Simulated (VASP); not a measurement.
Write the native input for VASP 6.6.1 that does the following.

```
Task                   : relaxation of cell and atoms
Functional             : RPBE
Potentials or basis    : VASP PAW PBE potentials, release 64 (Au)
Cutoff                 : 600 eV
k mesh                 : 18 × 18 × 18
Occupations            : gaussian, width 0.1 eV
Spin                   : no spin polarisation
Further INCAR settings : ALGO = Normal; EDIFF = 1e-07; IBRION = 2; EDIFFG = -0.005; NSW = 90; ISIF = 3
```

The structure of Au lies in POSCAR:

```
Au
1.0
    0.0000000000      2.0585000000      2.0585000000
    2.0585000000      0.0000000000      2.0585000000
    2.0585000000      2.0585000000      0.0000000000
Au
1
Direct
    0.0000000000      0.0000000000      0.0000000000
```

One way to write it, as run:

INCAR

```
SYSTEM = Au
ALGO = Normal
EDIFF = 1E-7
EDIFFG = -0.005
ENCUT = 600
GGA = RP
IBRION = 2
ISIF = 3
ISMEAR = 0
LASPH = .TRUE.
LCHARG = .FALSE.
LREAL = .FALSE.
LWAVE = .FALSE.
NELM = 60
NSW = 90
PREC = Accurate
SIGMA = 0.1
```

KPOINTS

```
k-points
0
G
  18 18 18
  0 0 0
```

Potentials or basis: VASP PAW PBE potentials, release 64 (Au).

Run with:

```bash
$ cat potpaw_PBE.64/Au/POTCAR > POTCAR
$ mpirun -np 1 vasp_std > vasp.out
```

Results of the run:

* Relaxed volume: 18.47 Å³/atom
* Relaxed cell: a = 2.967 Å, b = 2.967 Å, c = 2.967 Å, α = 60.00°, β = 60.00°, γ = 60.00°
* Space group after relaxing (to 0.05 Å): Fm-3m (No. 225)
* Energy gained by relaxing: 25.0 meV/atom
* Ionic steps: 4
* Pressure after relaxing: 0.0 GPa
* Band gap on the k mesh: none (metal or under the smearing width)

Caveat: the PAW data sets were made with another functional, which shifts forces and pressure a little.

It took 26 s on 1 thread of Intel(R) Xeon(R) 6975P-C (Granite Rapids) (shared host), peak memory 0.18 GiB.
